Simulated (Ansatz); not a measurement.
## A strain series on ZrS2 (CdI2 type): uniaxial along z, other directions held

ZrS2 (CdI2 type), relaxed with r2SCAN+rVV10 in the plane-wave code Ansatz, then strained (uniaxial along z, other directions held; changes of length per length, axes as in the cell below) with the atoms relaxed again within the symmetry that is left. It is trigonal, P-3m1 (No. 164); conventional cell a = 3.674 Å, c = 5.857 Å, 22.83 Å³ an atom. Zr has 6 S at 2.57 Å; S has 3 Zr at 2.57 Å. No spin polarisation and no zero-point or thermal motion.

```
Zr S
1.0
     3.67440    0.00000    0.00000
    -1.83720    3.18212    0.00000
     0.00000    0.00000    5.85686
Zr S
1 2
Direct
  0.00000 0.00000 0.00000
  0.33333 0.66667 0.24623
  0.66667 0.33333 0.75377
```

Gaps are the least over each mesh (PBE 12×12×4, r2SCAN 12×12×4, HSE06 6×6×4 when unstrained) and the special points, which keep their unstrained names.

| strain (%) | gap, PBE (eV) | gap, r2SCAN (eV) | gap, HSE06 (eV) | edges, HSE06 |
| --- | --- | --- | --- | --- |
| -4.85 | 0.632 | 0.925 | 1.391 | Γ → L |
| -3.0 | 0.728 | 1.026 | 1.499 | Γ → L |
| 0.0 | 0.877 | 1.181 | 1.667 | Γ–M (0.17) → L |

Problem. Estimate the row for a strain of +3.65 %.

Solution.

| strain (%) | gap, PBE (eV) | gap, r2SCAN (eV) | gap, HSE06 (eV) | edges, HSE06 |
| --- | --- | --- | --- | --- |
| +3.65 | 1.013 | 1.322 | 1.819 | Γ–K (0.20) → L |

Between zero and the nearest strains the slope of the HSE06 gap against strain is +0.056 eV per percent for negative and +0.042 for positive strain.

Where an edge lies off the special points, it is a point of the mesh or the k point where a search put PBE's edge or least direct gap, reused for the other functionals, whose own edges may lie a little apart.

The meshes of the hybrids are coarse, so their gaps aren't converged to the digits shown.
